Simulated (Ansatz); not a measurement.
BeS and its competing phases

Theory: Ansatz, DFT PBE, scalar-relativistic, plane waves, PAW. Settings: cutoff 420 eV, Γ-centred meshes spaced at most about 0.3 Å⁻¹ (2π included), Gaussian smearing. No spin polarisation.

Formation energies are uncorrected and refer to the elements' standard structures at the same level.

These are static total energies at zero pressure. The reference form of S is held partly by dispersion forces, which this level lacks.

The competitors are the elements and 1 reference phase of this chemical system (from databases or known types: BeS), relaxed at the same level; other known phases may be missing.

The candidate was reached from: 4-connected net, two elements alternating.

```
Be S
1.0
     3.79463    0.00000    0.00000
     0.00000    3.79463    0.00000
     0.00000    0.00000    8.14662
Be S
4 4
Direct
  0.15864 0.50000 0.25000
  0.50000 0.84136 0.50000
  0.50000 0.15864 0.00000
  0.84136 0.50000 0.75000
  0.00000 0.56581 0.50000
  0.43418 0.00000 0.25000
  0.56581 0.00000 0.75000
  0.00000 0.43418 0.00000
```

**Question.** Is it stable, and against what?

**Answer.** Not the lowest form: another structure of the same formula lies lower. Its formation energy is -0.627 eV/atom. The lowest competing phase at this composition is this:

| phase | space group | source | share of atoms | ΔE_f (eV/atom) |
| --- | --- | --- | --- | --- |
| BeS | F-43m (No. 216) | COD | 1.0000 | -1.070 |

The candidate lies 0.44 eV/atom above this phase. The candidate matches no cell in the subsets of the Crystallography Open Database and the Materials Project at hand. The margin is far too high for a likely synthesis.
